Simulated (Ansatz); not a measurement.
# Al(110) / 3 layers Pt(110) / Al(110): resistance against film thickness, part 2 of 2

Wanted: interface resistance and thickness dependence for Al(110) / 3 layers Pt(110) / Al(110).

Ansatz 0.2.0; Ansatz plane-wave DFT, PBE, PAW files; ballistic transport by layer matching (Landauer), zero bias; PAW set soft_1.

So far. Step 2 (With 3 layers): The lead's potential steps by 6.3 meV from period to period, small in itself. The program estimates the junction's conductance to 7.7 % from the k-mesh, 0.5 % from the leads' distance from neutral and 2.6 % from their steps. Step 3 (With 5 layers, k-mesh 13×9×1, film layers 5): The conductance of the junction is 5.1e14 S/m², 0.99 % under the 5.2e14 S/m² of the last finished run, within the error estimates, leads' steps apart, of 7.7 and 9 %.

### 4. With 6 layers, k-mesh 13×9×1, film layers 6

The stack now holds 6 film layers; the k-mesh follows the cell, and the energies span -0.27 to 0.27 eV.

System of this step: Al(110) / 6 layers Pt(110) / Al(110). The cell holds 18 atoms: 12 Al and 6 Pt. Cell: a = 2.862 Å, b = 4.048 Å, c = 24.983 Å, α = 90.0°, β = 90.0°, γ = 90.0°. It derives from Al and Pt. Regions: lead, 12 atoms (12 Al); films, 6 atoms (6 Pt). The structure is stacked along c, and the current runs across the ab planes.

input.yaml

```yaml
crystal:
  lattice:
    - [2.862347037, 0.0, 0.0]
    - [0.0, 4.04797, 0.0]
    - [0.0, 0.0, 24.9829489876]
  atoms:
    - { symbol: Al, position: [0.0, 0.0, 0.0286430061] }
    - { symbol: Al, position: [0.5, 0.5, 0.0859290182] }
    - { symbol: Al, position: [0.0, 0.0, 0.1432150303] }
    - { symbol: Al, position: [0.5, 0.5, 0.2005010424] }
    - { symbol: Al, position: [0.0, 0.0, 0.2577870545] }
    - { symbol: Al, position: [0.5, 0.5, 0.3150730667] }
    - { symbol: Pt, position: [0.0, 0.0, 0.3697633939] }
    - { symbol: Pt, position: [0.5, 0.5, 0.4218580364] }
    - { symbol: Pt, position: [0.0, 0.0, 0.4739526788] }
    - { symbol: Pt, position: [0.5, 0.5, 0.5260473212] }
    - { symbol: Pt, position: [0.0, 0.0, 0.5781419636] }
    - { symbol: Pt, position: [0.5, 0.5, 0.6302366061] }
    - { symbol: Al, position: [0.0, 0.0, 0.6849269333] }
    - { symbol: Al, position: [0.5, 0.5, 0.7422129455] }
    - { symbol: Al, position: [0.0, 0.0, 0.7994989576] }
    - { symbol: Al, position: [0.5, 0.5, 0.8567849697] }
    - { symbol: Al, position: [0.0, 0.0, 0.9140709818] }
    - { symbol: Al, position: [0.5, 0.5, 0.9713569939] }
kpoints:
  mp_grid: { grid: [13, 9, 1] }
hamiltonian:
  xc: pbe
  pseudopotentials: { kind: paw, azcp: { folder: soft_1 } }
scf:
  occupations: { method: fermi_dirac, width: 0.1 }
output:
  transmission:
    leads: [[0, 1]]
    kmesh: [26, 18]
    e_range: [-0.27, 0.27]
    de: 0.036
  write_potential: true
  write_density: true
  volumetric_format: npy
```

Started as:

```
$ ansatz run input.yaml --threads 4 --pin off --max-ram 8192MiB --backend cpu --events-out ev --progress --plain --runs-dir out
```

Numbers of over 12 decimals in the logs are rounded to 6 here.

What it wrote:

```text
[...]
Crystal: 18 atoms, lattice volume = 289.470 Å³
Basis set: ecut = 420 eV, 5687 PW (Γ)
Bands: 90, of which v1, the nominal top of the filled ones, is band 72 counted from 1 (71 counted from 0)
Symmetry: 8 space group operations
[...]
k-points: 35 of 117
[...]
--- Transmission ---
  basis      : 101 plane waves across, 40 finite elements along
  points     : 140, standing for a mesh of 26 x 18
[...]
filled         : 13.1 meV over the level at which it is neutral
    channels       : 2.160256e0 a spin
[...]
slowest decay  : 0.0179 /Å at (0.5000, 0.3333)
  junction   : crystal 0 to crystal 0, -0.00 to 22.12 Å
    transmission   : 6.918337e-1 a spin
[...]
resistance     : 1.4658e-3 Ω µm² beyond half of each lead's own
[key lines of the parts left out:]
SCF converged after 10 iterations
Free energy (F): -81600.491618 eV
Fermi energy:    12.739559 eV
```

Run time: 2.5 min. Hardware: 4 threads of Intel Xeon Platinum 8488C (Sapphire Rapids), shared host; peak memory 1.3 GiB.

This step gave:

```
free energy                                                                : -81600.4916 eV
energy at zero smearing                                                    : -81600.2973 eV
Fermi energy                                                               : 12.74 eV
step of the lead's potential                                               : 7.6 meV
ballistic conductance of the lead                                          : 1.46e15 S/m²
estimated errors of the lead's conductance                                 : 0, 7.1, 0 % (band edges, k-mesh, distance from neutral)
lead conductance per cell                                                  : 2.177 G₀
conductance of the junction                                                : 4.65e14 S/m²
junction conductance per cell                                              : 0.6947 G₀
estimated errors of the junction's conductance                             : 0.6, 0.3, 9, 5.4, 0.8 % (energy step, band edges, k-mesh, leads' steps, distance from neutral)
area resistance that the stack adds (contact term taken off, spin by spin) : 1.466 fΩ m²
```

Per spin. Transmission, zone mean against energy, zero at the Fermi level:

```csv
energy (eV),"transmission, zone mean"
-0.270,0.620
-0.234,0.578
-0.198,0.604
-0.162,0.622
-0.126,0.607
-0.090,0.632
-0.054,0.666
-0.018,0.701
0.018,0.692
0.054,0.712
0.090,0.745
0.126,0.746
0.162,0.756
0.198,0.778
0.234,0.803
0.270,0.815
```

The conductance of the junction is 4.6e14 S/m², 9.6 % under the 5.1e14 S/m² of the last finished run, no more than the error estimates, leads' steps apart, of 9 and 9 % together.

### 5. With 8 layers, k-mesh 13×9×1, film layers 8

The stack now holds 8 film layers; the k-mesh follows the cell, and the energies span -0.27 to 0.27 eV.

System of this step: Al(110) / 8 layers Pt(110) / Al(110). The cell holds 20 atoms: 12 Al and 8 Pt. Its edges and angles: a = 2.862 Å, b = 4.048 Å, c = 27.586 Å, α = 90.0°, β = 90.0°, γ = 90.0°. It derives from Al and Pt. Regions: lead, 12 atoms (12 Al); films, 8 atoms (8 Pt). The structure is stacked along c, and the current runs across the ab planes.

input.yaml, the sections that differ from step 4:

```yaml
crystal:
  lattice:
    - [2.862347037, 0.0, 0.0]
    - [0.0, 4.04797, 0.0]
    - [0.0, 0.0, 27.585904576]
  atoms:
    - { symbol: Al, position: [0.0, 0.0, 0.0259403043] }
    - { symbol: Al, position: [0.5, 0.5, 0.0778209129] }
    - { symbol: Al, position: [0.0, 0.0, 0.1297015215] }
    - { symbol: Al, position: [0.5, 0.5, 0.1815821301] }
    - { symbol: Al, position: [0.0, 0.0, 0.2334627388] }
    - { symbol: Al, position: [0.5, 0.5, 0.2853433474] }
    - { symbol: Pt, position: [0.0, 0.0, 0.3348731952] }
    - { symbol: Pt, position: [0.5, 0.5, 0.3820522823] }
    - { symbol: Pt, position: [0.0, 0.0, 0.4292313694] }
    - { symbol: Pt, position: [0.5, 0.5, 0.4764104565] }
    - { symbol: Pt, position: [0.0, 0.0, 0.5235895435] }
    - { symbol: Pt, position: [0.5, 0.5, 0.5707686306] }
    - { symbol: Pt, position: [0.0, 0.0, 0.6179477177] }
    - { symbol: Pt, position: [0.5, 0.5, 0.6651268048] }
    - { symbol: Al, position: [0.0, 0.0, 0.7146566526] }
    - { symbol: Al, position: [0.5, 0.5, 0.7665372612] }
    - { symbol: Al, position: [0.0, 0.0, 0.8184178699] }
    - { symbol: Al, position: [0.5, 0.5, 0.8702984785] }
    - { symbol: Al, position: [0.0, 0.0, 0.9221790871] }
    - { symbol: Al, position: [0.5, 0.5, 0.9740596957] }
# kpoints, hamiltonian, scf, output: as in step 4
```

What it wrote:

```text
[...]
Crystal: 20 atoms, lattice volume = 319.629 Å³
Basis set: ecut = 420 eV, 6277 PW (Γ)
Bands: 110, of which v1, the nominal top of the filled ones, is band 90 counted from 1 (89 counted from 0)
Symmetry: 8 space group operations
[...]
k-points: 35 of 117
[...]
--- Transmission ---
  basis      : 101 plane waves across, 45 finite elements along
  points     : 140, standing for a mesh of 26 x 18
[...]
filled         : 32.1 meV under the level at which it is neutral
    channels       : 2.202991e0 a spin
[...]
slowest decay  : 0.0196 /Å at (0.3462, 0.5000)
  junction   : crystal 0 to crystal 0, -0.00 to 24.72 Å
    transmission   : 6.149836e-1 a spin
[...]
resistance     : 1.7877e-3 Ω µm² beyond half of each lead's own
[key lines of the parts left out:]
SCF converged after 10 iterations
Free energy (F): -106649.772366 eV
Fermi energy:    13.705243 eV
```

The job ended after 3.1 min (4 threads; peak memory 1.5 GiB; 11 min of CPU time).

Numbers from this step:

```yaml
free_energy: -106649.7724 eV
energy_at_zero_smearing: -106649.5264 eV
fermi_energy: 13.71 eV
step_of_the_lead_s_potential: 6.2 meV
ballistic_conductance_of_the_lead: 1.45e15 S/m²
estimated_errors_of_the_lead_s_conductance: 0, 7, 0.4 % (band edges, k-mesh, distance from neutral)
lead_conductance_per_cell: 2.168 G₀
conductance_of_the_junction: 4.04e14 S/m²
junction_conductance_per_cell: 0.6036 G₀
estimated_errors_of_the_junction_s_conductance: 0.3, 0, 11.2, 34, 6.1 % (energy step, band edges, k-mesh, leads' steps, distance from neutral)
area_resistance_that_the_stack_adds_contact_term_taken_off_spin_by_spin: 1.788 fΩ m²
```

Per spin. Transmission, zone mean against energy, zero at the Fermi level:

```csv
energy (eV),"transmission, zone mean"
-0.270,0.664
-0.234,0.651
-0.198,0.604
-0.162,0.570
-0.126,0.559
-0.090,0.554
-0.054,0.583
-0.018,0.557
0.018,0.615
0.054,0.672
0.090,0.718
0.126,0.774
0.162,0.774
0.198,0.753
0.234,0.765
0.270,0.789
```

The conductance of the junction is 4.0e14 S/m², 13 % under the 4.6e14 S/m² of the last finished run, no more than the error estimates, leads' steps apart, of 9 and 11 % together. The estimate from the leads' steps, 34 %, is larger still.

### 6. With 10 layers, k-mesh 13×9×1, film layers 10

The stack now holds 10 film layers; the k-mesh follows the cell, and the energies span -0.27 to 0.27 eV.

System of this step: Al(110) / 10 layers Pt(110) / Al(110). The cell holds 22 atoms: 12 Al and 10 Pt. Cell: a = 2.862 Å, b = 4.048 Å, c = 30.189 Å, α = 90.0°, β = 90.0°, γ = 90.0°. It derives from Al and Pt. Regions: lead, 12 atoms (12 Al); films, 10 atoms (10 Pt). The structure is stacked along c, and the current runs across the ab planes.

input.yaml, the sections that differ from step 5:

```yaml
crystal:
  lattice:
    - [2.862347037, 0.0, 0.0]
    - [0.0, 4.04797, 0.0]
    - [0.0, 0.0, 30.1888601645]
  atoms:
    - { symbol: Al, position: [0.0, 0.0, 0.0237036693] }
    - { symbol: Al, position: [0.5, 0.5, 0.071111008] }
    - { symbol: Al, position: [0.0, 0.0, 0.1185183467] }
    - { symbol: Al, position: [0.5, 0.5, 0.1659256854] }
    - { symbol: Al, position: [0.0, 0.0, 0.2133330241] }
    - { symbol: Al, position: [0.5, 0.5, 0.2607403628] }
    - { symbol: Pt, position: [0.0, 0.0, 0.3059996289] }
    - { symbol: Pt, position: [0.5, 0.5, 0.3491108225] }
    - { symbol: Pt, position: [0.0, 0.0, 0.3922220161] }
    - { symbol: Pt, position: [0.5, 0.5, 0.4353332096] }
    - { symbol: Pt, position: [0.0, 0.0, 0.4784444032] }
    - { symbol: Pt, position: [0.5, 0.5, 0.5215555968] }
    - { symbol: Pt, position: [0.0, 0.0, 0.5646667904] }
    - { symbol: Pt, position: [0.5, 0.5, 0.6077779839] }
    - { symbol: Pt, position: [0.0, 0.0, 0.6508891775] }
    - { symbol: Pt, position: [0.5, 0.5, 0.6940003711] }
    - { symbol: Al, position: [0.0, 0.0, 0.7392596372] }
    - { symbol: Al, position: [0.5, 0.5, 0.7866669759] }
    - { symbol: Al, position: [0.0, 0.0, 0.8340743146] }
    - { symbol: Al, position: [0.5, 0.5, 0.8814816533] }
    - { symbol: Al, position: [0.0, 0.0, 0.928888992] }
    - { symbol: Al, position: [0.5, 0.5, 0.9762963307] }
# kpoints, hamiltonian, scf, output: as in step 5
```

What it wrote:

```text
[...]
Crystal: 22 atoms, lattice volume = 349.789 Å³
Basis set: ecut = 420 eV, 6857 PW (Γ)
Bands: 130, of which v1, the nominal top of the filled ones, is band 108 counted from 1 (107 counted from 0)
Symmetry: 8 space group operations
[...]
k-points: 35 of 117
[...]
--- Transmission ---
  basis      : 101 plane waves across, 51 finite elements along
  points     : 140, standing for a mesh of 26 x 18
[...]
filled         : 4.5 meV under the level at which it is neutral
    channels       : 2.168803e0 a spin
[...]
slowest decay  : 0.0142 /Å at (0.5000, 0.3333)
  junction   : crystal 0 to crystal 0, -0.00 to 27.33 Å
    transmission   : 6.104088e-1 a spin
[...]
resistance     : 1.7166e-3 Ω µm² beyond half of each lead's own
[key lines of the parts left out:]
SCF converged after 10 iterations
Free energy (F): -131699.154348 eV
Fermi energy:    14.563158 eV
```

It took 3.6 min on 4 threads; peak memory 1.8 GiB.

Numbers from this step:

```yaml
free_energy: -131699.1543 eV
energy_at_zero_smearing: -131698.8716 eV
fermi_energy: 14.56 eV
step_of_the_lead_s_potential: 6 meV
estimated_errors_of_the_lead_s_conductance: 0, 7, 0 % (band edges, k-mesh, distance from neutral)
lead_conductance_per_cell: 2.176 G₀
conductance_of_the_junction: 4.16e14 S/m²
junction_conductance_per_cell: 0.6221 G₀
estimated_errors_of_the_junction_s_conductance: 0.4, 0.2, 10.3, 2995, 0.2 % (energy step, band edges, k-mesh, leads' steps, distance from neutral)
area_resistance_that_the_stack_adds_contact_term_taken_off_spin_by_spin: 1.717 fΩ m²
```

Per spin. Table of transmission, zone mean by energy, zero at the Fermi level:

```csv
energy (eV),"transmission, zone mean"
-0.270,0.636
-0.234,0.637
-0.198,0.626
-0.162,0.581
-0.126,0.615
-0.090,0.610
-0.054,0.633
-0.018,0.599
0.018,0.610
0.054,0.664
0.090,0.671
0.126,0.695
0.162,0.756
0.198,0.795
0.234,0.814
0.270,0.840
```

The conductance of the junction is 4.2e14 S/m², 3.1 % over the 4.0e14 S/m² of the last finished run, within the error estimates, leads' steps apart, of 11 and 10 %. The estimate from the leads' steps, 2995 %, is larger still.

### 7. All levels side by side

Times are for 4 threads of Intel Xeon Platinum 8488C (Sapphire Rapids), shared host. The series side by side:

```csv
no.,film layers,"area resistance that the stack adds (contact term taken off, spin by spin) (fΩ m²)",conductance of the junction (S/m²),time,memory (GiB)
1,3,1.239,5.19e14,4.9 min,1.2
2,5,1.258,5.14e14,2.5 min,1.2
3,6,1.466,4.65e14,2.5 min,1.3
4,8,1.788,4.04e14,3.1 min,1.5
5,10,1.717,4.16e14,3.6 min,1.8
```

### 8. With 5 layers

The run is repeated with changed settings as a check of sensitivity.

This step: Ansatz plane-wave DFT, PBE, PAW files; ballistic transport by layer matching (Landauer), zero bias; changed: output.transmission.kmesh = [20, 14]; PAW set soft_1 (Ansatz 0.2.0).

System of this step: Al(110) / 5 layers Pt(110) / Al(110). The cell holds 18 atoms: 13 Al and 5 Pt. Cell: a = 2.862 Å, b = 4.048 Å, c = 25.113 Å, α = 90.0°, β = 90.0°, γ = 90.0°. It derives from Al and Pt. Regions: lead, 13 atoms (13 Al); films, 5 atoms (5 Pt). The structure is stacked along c, and the current runs across the ab planes.

input.yaml

```yaml
crystal:
  lattice:
    - [2.862347037, 0.0, 0.0]
    - [0.0, 4.04797, 0.0]
    - [0.0, 0.0, 25.1126447119]
  atoms:
    - { symbol: Al, position: [0.0, 0.0, 0.0284950776] }
    - { symbol: Al, position: [0.5, 0.5, 0.0854852327] }
    - { symbol: Al, position: [0.0, 0.0, 0.1424753879] }
    - { symbol: Al, position: [0.5, 0.5, 0.199465543] }
    - { symbol: Al, position: [0.0, 0.0, 0.2564556982] }
    - { symbol: Al, position: [0.5, 0.5, 0.3134458534] }
    - { symbol: Pt, position: [0.0, 0.0, 0.3678537292] }
    - { symbol: Pt, position: [0.5, 0.5, 0.4196793258] }
    - { symbol: Pt, position: [0.0, 0.0, 0.4715049224] }
    - { symbol: Pt, position: [0.5, 0.5, 0.523330519] }
    - { symbol: Pt, position: [0.0, 0.0, 0.5751561156] }
    - { symbol: Al, position: [0.5, 0.5, 0.6295639915] }
    - { symbol: Al, position: [0.0, 0.0, 0.6865541466] }
    - { symbol: Al, position: [0.5, 0.5, 0.7435443018] }
    - { symbol: Al, position: [0.0, 0.0, 0.800534457] }
    - { symbol: Al, position: [0.5, 0.5, 0.8575246121] }
    - { symbol: Al, position: [0.0, 0.0, 0.9145147673] }
    - { symbol: Al, position: [0.5, 0.5, 0.9715049224] }
kpoints:
  mp_grid: { grid: [13, 9, 1] }
hamiltonian:
  xc: pbe
  pseudopotentials: { kind: paw, azcp: { folder: soft_1 } }
scf:
  occupations: { method: fermi_dirac, width: 0.1 }
output:
  transmission:
    leads: [[0, 1]]
    kmesh: [20, 14]
    e_range: [-0.27, 0.27]
    de: 0.036
  write_potential: true
  write_density: true
  volumetric_format: npy
```

What it wrote:

```text
[...]
Crystal: 18 atoms, lattice volume = 290.973 Å³
Basis set: ecut = 420 eV, 5727 PW (Γ)
Bands: 83, of which v1, the nominal top of the filled ones, is band 65 counted from 1 (64 counted from 0)
Symmetry: 8 space group operations
[...]
k-points: 35 of 117
[...]
SCF iter   1: F=—  HF=-69638.500326 eV  |F-HF|=—  |Δ(HF+E_count)|=         —  Δρ=1.74e-1  dr2=2.11e3  ethr=3.10e-3  ⟨swp⟩=7.3  Hψ=12236  notcnv=0  defer=1
[...]
SCF iter  10: F=-69613.297330 eV  HF=-69613.297330 eV  |F-HF|=1.86e-8  |Δ(HF+E_count)|=   5.11e-8  Δρ=1.27e-6  dr2=1.98e-8  ethr=7.75e-11  ⟨swp⟩=10.0  Hψ=9729  notcnv=0
SCF 1 converged in 10 iterations: F = -69613.297330 eV  dr2 = 1.98e-8
[...]
transmission: 340 of 3344 steps passed
transmission: 674 of 3344 steps passed
[...]
transmission: 3344 of 3344 steps passed
SCF converged after 10 iterations
Free energy (F): -69613.297330 eV
[...]
Internal energy: -69612.924095 eV  (E = F + TS)
E sigma→0 (E₀):  -69613.110713 eV
Entropy (-TS):   -0.373235 eV (-20.735 meV/atom)
Fermi energy:    11.881783 eV
[...]
--- Band table (eV; the first three rows and the last of 35) ---
  k-point 0: bands = [... 61 lower, 11.2430, 11.2658, 11.5985, 11.7864, 11.9775, 12.1320, 12.6431, 12.7090, ... 14 higher]
  k-point 1: bands = [... 61 lower, 11.6033, 11.6876, 11.7470, 11.8538, 11.9961, 12.1845, 12.6849, 13.3149, ... 14 higher]
  k-point 2: bands = [... 61 lower, 11.5470, 11.6876, 11.7304, 11.7340, 12.1655, 12.5327, 13.9482, 14.1499, ... 14 higher]
  k-point 34: bands = [... 61 lower, 10.5102, 10.5193, 10.7941, 11.1003, 11.2902, 11.6250, 11.6718, 11.7229, ... 14 higher]
--- Transmission ---
  basis      : 101 plane waves across, 38 finite elements along
  points     : 88, standing for a mesh of 20 x 14
[...]
filled         : 1.8 meV under the level at which it is neutral
    channels       : 2.125000e0 a spin
[...]
slowest decay  : 0.0253 /Å at (0.5000, 0.3571)
  junction   : crystal 0 to crystal 0, -0.00 to 22.25 Å
    transmission   : 7.851938e-1 a spin
[...]
resistance     : 1.2293e-3 Ω µm² beyond half of each lead's own
```

Elapsed: 88 s, on 4 threads; peak memory 1.2 GiB.

Residual by cycle:

cycle, log10 residual and a bar from the least value:
```
        1        3.3 ##############################
        2        2.7 ############################
        3        0.2 ######################
        4        0.8 #######################
        5       -1.1 ##################
        6       -2.3 ###############
        7       -3.4 ############
        8       -4.9 ########
        9       -5.7 #####
       10       -7.7
```

The run finished with changed settings (output.transmission.kmesh = [20, 14]); it serves as a test.

The two runs compared:

```csv
quantity,this run,sound run,difference
ballistic conductance of the lead (S/m²),1.429e15,1.454e15,-2.4e13
lead conductance per cell (G₀),2.1376,2.1736,-0.0360
conductance of the junction (S/m²),5.184e14,5.139e14,4.5e12
junction conductance per cell (G₀),0.77529,0.76850,0.00679
"area resistance that the stack adds (contact term taken off, spin by spin) (fΩ m²)",1.2293,1.258,-0.0287
```

### 9. Outcome

| Property | Result |
| --- | --- |
| area resistance, 3 layers | 1.24 fΩ m² |
| area resistance, 5 layers | 1.26 fΩ m² |
| area resistance, 6 layers | 1.47 fΩ m² |
| area resistance, 8 layers | 1.79 fΩ m² |
| area resistance, 10 layers | 1.72 fΩ m² |

The stack adds 1.2 fΩ m² with 3 layers and 1.7 fΩ m² with 10. From 5 to 10 layers it grows by 36 %, though no single step exceeds the two runs' error estimates together; nothing scatters inside a perfect film, so this is no ohmic growth. Atoms sit on ideal sites and aren't relaxed. Spin-orbit coupling is left out, which matters for Pt. The program's error estimates for the conductances, leads' steps apart, run from 7.7 to 11 %. The program's estimate of the error from the leads' steps alone runs to 2995 %, although the steps are small; only longer leads would test it. Pt(110) is stretched by 3.2 % in plane to fit Al(110), at its own atomic volume.

[Logs are printed without paths, hosts, clocks, repeated set-up lines and the standing remarks that a program may print on its own settings, such as how far it seeks lower states.]

[Hosts, paths, dates, database ids (printed as entryN), source tags and the programs' standing remarks are cut or masked in the printed files.]
